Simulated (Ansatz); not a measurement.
# C: the cost of one run

Program: Ansatz 0.2.0. Level of theory: DFT PBE, scalar-relativistic, plane waves, PAW. These are calculated values, not measurements.

9 further runs of the same task are left out: 9 set aside as unsound or not needed.

## (1) The structure to begin with

Symmetry: Fd-3m, No. 227, cubic system. The conventional cell has a = 3.572 Å, b = 3.572 Å, c = 3.572 Å, α = 90.00°, β = 90.00°, γ = 90.00°. C (site symmetry -43m) is surrounded by 4 C at 1.55 Å.

Coordinates:

```xyz
2
Lattice="0.0000 1.7858 1.7858 1.7858 0.0000 1.7858 1.7858 1.7858 0.0000" Properties=species:S:1:pos:R:3 pbc="T T T"
C     1.7858    1.7858    1.7858
C     2.6788    2.6788    2.6788
```

It is the result of an earlier relaxation at this level (volume 5.70 Å³/atom; gap on the mesh: 4.15 eV).

## (2) What is varied

The energy is mapped over two homogeneous strains (x along [1 0 0], y along [0 1 0], z along [0 0 1] of the conventional cell).

- strain +e along x and -e along y: 9 values from −15.00 to 15.00 %
- strain +e along z and -e/2 along x and y: 9 values from −7.00 to 7.00 %

Nothing else is relaxed (symmetry fixes all fractional coordinates). Energies count from the relaxed crystal. Points are written as (first, second).

## (3) Grid point (−15.00 %, −7.00 %)

input.yaml

```yaml
crystal:
  lattice:
    - [0.0, 2.1162239461, 1.660833983]
    - [1.5804710484, 0.0, 1.660833983]
    - [1.5804710484, 2.1162239461, 0.0]
  atoms:
    - { symbol: C, position: [0.5, 0.5, 0.5] }
    - { symbol: C, position: [0.75, 0.75, 0.75] }
basis:
  ecutwfc: 520.0
kpoints:
  mp_grid: { grid: [12, 12, 12] }
hamiltonian:
  xc: pbe
  pseudopotentials: { kind: paw, azcp: { folder: soft_1 } }
scf:
  occupations: { method: gaussian, width: 0.05 }
output:
  forces: true
  stress: true
  eigenvalues: true
```

The run is started by

```
ansatz run input.yaml --threads 1 --pin off --max-ram 2048MiB --backend cpu --events-out ev --progress --plain --runs-dir out
```

**Question.** How long does this run take on 1 thread of Arm Neoverse V1, shared host, and how much memory does it need?

About 2.6 s, with a peak of 0.29 GiB.
